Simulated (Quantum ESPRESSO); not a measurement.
Write the native input for Quantum ESPRESSO 7.5 that does the following.

| Property | Result |
| --- | --- |
| Task | single point |
| Functional | PBEsol |
| Potentials or basis | GBRV 1.5 PBEsol |
| Cutoff | 612 eV |
| Density cutoff | 4898 eV |
| k mesh | 11 × 11 × 6 |
| Occupations | fermi-dirac, width 0.05 eV |
| Spin | no spin polarisation |
| Mixing beta | 0.5 |
| Most SCF iterations | 120 |
| SCF threshold | 4e-10 Ry |

Pd:

```
Pd
1.0
     2.78367    0.00000    0.00000
    -1.39183    2.41072    0.00000
     0.00000    0.00000    4.62889
Pd
2
Direct
  0.33333 0.66667 0.25000
  0.66667 0.33333 0.75000
```

This isn't the form of Pd at room conditions, which is fcc.

One way to write it, as run:

pw.in

```
&CONTROL
  calculation = 'scf'
  prefix = 'pwscf'
  outdir = './tmp'
  pseudo_dir = './pseudo'
  tprnfor = .true.
  tstress = .true.
  disk_io = 'low'
/
&SYSTEM
  ibrav = 0
  celldm(1) = 8
  nat = 2
  ntyp = 1
  ecutwfc = 45
  ecutrho = 360
  nbnd = 24
  occupations = 'smearing'
  smearing = 'fd'
  degauss = 0.00367493
/
&ELECTRONS
  conv_thr = 4d-10
  electron_maxstep = 120
  mixing_beta = 0.5
/
ATOMIC_SPECIES
Pd   106.4200 pd_pbesol_v1.4.uspp.F.UPF
CELL_PARAMETERS alat
  0.6575455699070   0.0000000000000   0.0000000000000
 -0.3287727849535   0.5694511676878   0.0000000000000
  0.0000000000000   0.0000000000000   1.0934175037747
ATOMIC_POSITIONS crystal
Pd     0.3333333333    0.6666666667    0.2500000000
Pd     0.6666666667    0.3333333333    0.7500000000
K_POINTS automatic
11 11 6 0 0 0
```

pp_density.in

```
&INPUTPP
  prefix = 'pwscf'
  outdir = './tmp'
  filplot = 'density.dat'
  plot_num = 0
/
&PLOT
  nfile = 1
  filepp(1) = 'density.dat'
  iflag = 3
  output_format = 6
  fileout = 'density.cube'
/
```

pp_potential.in

```
&INPUTPP
  prefix = 'pwscf'
  outdir = './tmp'
  filplot = 'potential.dat'
  plot_num = 11
/
&PLOT
  nfile = 1
  filepp(1) = 'potential.dat'
  iflag = 3
  output_format = 6
  fileout = 'potential.cube'
/
```

Potentials or basis: GBRV 1.5 PBEsol.

Command:

```console
$ OMP_NUM_THREADS=1 mpirun -n 2 pw.x -nk 2 -in pw.in > pw.out
$ OMP_NUM_THREADS=1 mpirun -n 1 pp.x -in pp_density.in > pp_density.out
$ OMP_NUM_THREADS=1 mpirun -n 1 pp.x -in pp_potential.in > pp_potential.out
```

It gave:

- Pressure: -10.1 GPa
- Band gap on the k mesh: none (metal or under the smearing width)

It took 14 s on 2 MPI ranks on Arm Neoverse V1 (shared host), peak memory 0.2 GiB a rank.
